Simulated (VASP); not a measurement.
Set up this calculation in VASP 6.6.1, as the native input.

```
Task                   : relaxation of shape and atoms at fixed volume
Functional             : PBE
Potentials or basis    : VASP PAW PBE potentials, release 64 (Si)
Cutoff                 : 600 eV
k mesh                 : 12 × 12 × 6
Occupations            : gaussian, width 0.03 eV
Spin                   : no spin polarisation
Further INCAR settings : ALGO = Normal; EDIFF = 1e-07; IBRION = 2; EDIFFG = -0.01; NSW = 40; ISIF = 4
```

The structure of Si lies in POSCAR:

```
Si                                      
1.0
    2.7496976565      0.0000000000      0.0000000000
   -1.3748488283      2.3813080233      0.0000000000
    0.0000000000      0.0000000000      4.6238997747
  Si            
     2
Direct
     0.3333333300000021    0.6666666699999979    0.2500000000000000
     0.6666666699999979    0.3333333300000021    0.7500000000000000
```

This isn't the form of Si at room conditions, which is diamond.

The cell isn't the ideal one: a relaxed cell with its volume scaled by 1.06.

These files were run (other wordings do the same):

INCAR

```
ALGO = Normal
EDIFF = 1E-7
EDIFFG = -0.01
ENCUT = 600
GGA = PE
IBRION = 2
ISIF = 4
ISMEAR = 0
LASPH = T
LCHARG = F
LREAL = F
LWAVE = F
NELM = 80
NSW = 40
PREC = Accurate
SIGMA = 0.03
```

KPOINTS

```
k-points
0
Gamma
  12 12 6
```

Potentials or basis: VASP PAW PBE potentials, release 64 (Si).

Command:

```sh
$ cat potpaw_PBE.64/Si/POTCAR > POTCAR
$ mpirun -np 1 vasp_std > vasp.out
```

It gave:

```yaml
Pressure_after_relaxing: -4.6 GPa
Band_gap_on_the_k_mesh: none (metal or under the smearing width)
```

Caveat: the relaxation stopped at its first step, so nothing moved.

Run time: 7.6 s on 1 thread of Intel(R) Xeon(R) 6975P-C (Granite Rapids) (shared host), peak memory 0.15 GiB.
